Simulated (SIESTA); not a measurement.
**Si2Ni: density of states with PBE**

The system is Si2Ni.

```
Ni Si
1.0
     0.00000    2.70300    2.70300
     2.70300    0.00000    2.70300
     2.70300    2.70300    0.00000
Ni Si
1 2
Direct
  0.00000 0.00000 0.00000
  0.75000 0.75000 0.75000
  0.25000 0.25000 0.25000
```

```
Program             : SIESTA 5.4.2
Task                : density of states
Functional          : PBE
Potentials or basis : PseudoDojo 0.4 standard (PBE files)
Basis               : DZP (energy shift 0.003 Ry; two zetas on semicore shells)
Grid cutoff         : 800 Ry
Energy shift        : 0.003 Ry
k mesh              : 9 × 9 × 9
Occupations         : fermi-dirac, width 0.05 eV
Spin                : non-collinear spin, random start
Starting moments    : [[0.303, 0.266, -0.278], [0.0, 0.0, 0.0], [-0.0, -0.0, 0.0]] μB
broadening (eV)     : 0.05 eV
window from (eV)    : -10 eV
window to (eV)      : 5 eV
energy points       : 301
k mesh for the DOS  : 14 × 14 × 14
```

```yaml
Band_gap_on_the_k_mesh: none (metal or under the smearing width)
Net_moment: 0.00 μB per cell
Hirshfeld_charges: Ni +0.01; Si -0.00 e
Voronoi_charges: Ni -0.07; Si +0.04 e
```

States per cell in windows of 0.5 eV (zero at the Fermi level; states under -8 eV left out):
| from (eV) | total | Ni_d | Si_p | Si_d | Si_s | Ni_p | Ni_s |
| --- | --- | --- | --- | --- | --- | --- | --- |
| -8.0 | 0.41 | 0.07 | 0.12 | 0.04 | 0.16 | 0.03 | 0.00 |
| -7.5 | 0.41 | 0.08 | 0.18 | 0.03 | 0.11 | 0.02 | 0.01 |
| -7.0 | 0.42 | 0.08 | 0.22 | 0.04 | 0.06 | 0.03 | 0.01 |
| -6.5 | 0.43 | 0.10 | 0.23 | 0.05 | 0.03 | 0.03 | 0.01 |
| -6.0 | 0.56 | 0.16 | 0.28 | 0.06 | 0.02 | 0.04 | 0.00 |
| -5.5 | 1.49 | 0.67 | 0.63 | 0.11 | 0.03 | 0.06 | 0.01 |
| -5.0 | 1.46 | 0.77 | 0.52 | 0.10 | 0.02 | 0.06 | 0.00 |
| -4.5 | 1.16 | 0.73 | 0.29 | 0.10 | 0.01 | 0.04 | 0.00 |
| -4.0 | 2.13 | 1.75 | 0.19 | 0.16 | 0.00 | 0.03 | 0.00 |
| -3.5 | 2.43 | 2.12 | 0.10 | 0.15 | 0.01 | 0.05 | 0.00 |
| -3.0 | 1.16 | 0.81 | 0.15 | 0.09 | 0.01 | 0.09 | 0.00 |
| -2.5 | 1.09 | 0.60 | 0.25 | 0.11 | 0.02 | 0.12 | 0.00 |
| -2.0 | 0.60 | 0.22 | 0.21 | 0.09 | 0.01 | 0.07 | 0.00 |
| -1.5 | 0.44 | 0.14 | 0.15 | 0.08 | 0.02 | 0.05 | 0.00 |
| -1.0 | 0.25 | 0.06 | 0.09 | 0.04 | 0.02 | 0.03 | 0.00 |
| -0.5 | 0.34 | 0.14 | 0.06 | 0.04 | 0.08 | 0.02 | 0.00 |
| 0.0 | 0.57 | 0.21 | 0.13 | 0.08 | 0.12 | 0.02 | 0.00 |
| 0.5 | 0.57 | 0.17 | 0.17 | 0.10 | 0.11 | 0.02 | 0.00 |
| 1.0 | 0.70 | 0.15 | 0.25 | 0.15 | 0.12 | 0.03 | 0.00 |
| 1.5 | 0.41 | 0.09 | 0.14 | 0.14 | 0.04 | 0.01 | 0.00 |
| 2.0 | 0.85 | 0.18 | 0.35 | 0.25 | 0.06 | 0.01 | 0.00 |
| 2.5 | 0.77 | 0.11 | 0.32 | 0.26 | 0.06 | 0.02 | 0.00 |
| 3.0 | 0.61 | 0.07 | 0.24 | 0.22 | 0.05 | 0.02 | 0.01 |
| 3.5 | 0.70 | 0.07 | 0.32 | 0.23 | 0.05 | 0.02 | 0.01 |

Moments on the atoms (μB; x, y, z):
```
Ni  0.00 0.00 0.00
Si  0.00 0.00 0.00
Si  0.00 0.00 0.00
```

It took 6.2 min on 1 thread of Arm Neoverse V2, with other jobs on the host, peak memory 0.41 GiB.

Caveat: Mulliken charges of long-ranged orbitals can have an unphysical sign; the basis of atomic orbitals isn't converged, which shifts pressures, moduli and gaps.
